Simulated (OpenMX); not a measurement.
**TiTe2 under changes of volume**

One of the cells (27.295 Å³/atom); the others are scaled copies at fixed shape and fractional positions:

```
Te Ti
1.0
     3.80201    0.00000    0.00000
    -1.90101    3.29264    0.00000
     0.00000    0.00000    6.54103
Te Ti
2 1
Direct
  0.33333 0.66667 0.73720
  0.66667 0.33333 0.26280
  0.00000 0.00000 0.00000
```

* Program: OpenMX 3.8.5
* Functional: PBE
* Potentials or basis: OpenMX 2013 PBE set, Te7.0-s3p2d2f1, Ti7.0-s3p2d2, fixed grid of 45 × 45 × 90 points
* k mesh: 9 × 9 × 5
* Occupations: fermi-dirac, width 0.05 eV
* Spin: no spin polarisation

| volume (Å³/atom) | energy over the lowest point (meV/atom) | largest force (eV/Å) |
| --- | --- | --- |
| 25.154 | 38.84 | 0.706 |
| 25.689 | 21.01 | 0.527 |
| 26.225 | 9.02 | 0.299 |
| 27.295 | 0.00 | 0.021 |
| 27.830 | ? | ? |
| 28.365 | 7.81 | 0.371 |

Problem. What does the run at 27.830 Å³/atom give?

Solution. Energy over the lowest point 2.02 meV/atom; largest force 0.180 eV/Å.

Worked out: A Birch-Murnaghan fit of order 3 (a polynomial in V^(-2/3)) to the other rows has its minimum at 27.30 Å³/atom with B0 = V·E''(V) = 64 GPa and B' = 4.5 at fixed shape and positions, which overstates the stiffness. It gives 2.03 meV/atom at 27.830 Å³/atom, against the run's 2.02.

Energies are extrapolated to zero smearing.

Caveats: the basis has few d functions beyond the semicore shells, which can make volumes several per cent too large; this functional lacks dispersion, which binds the layers, so the pressure and a relaxed spacing across them are unreliable; the basis of atomic orbitals isn't converged, which shifts pressures, moduli and gaps.
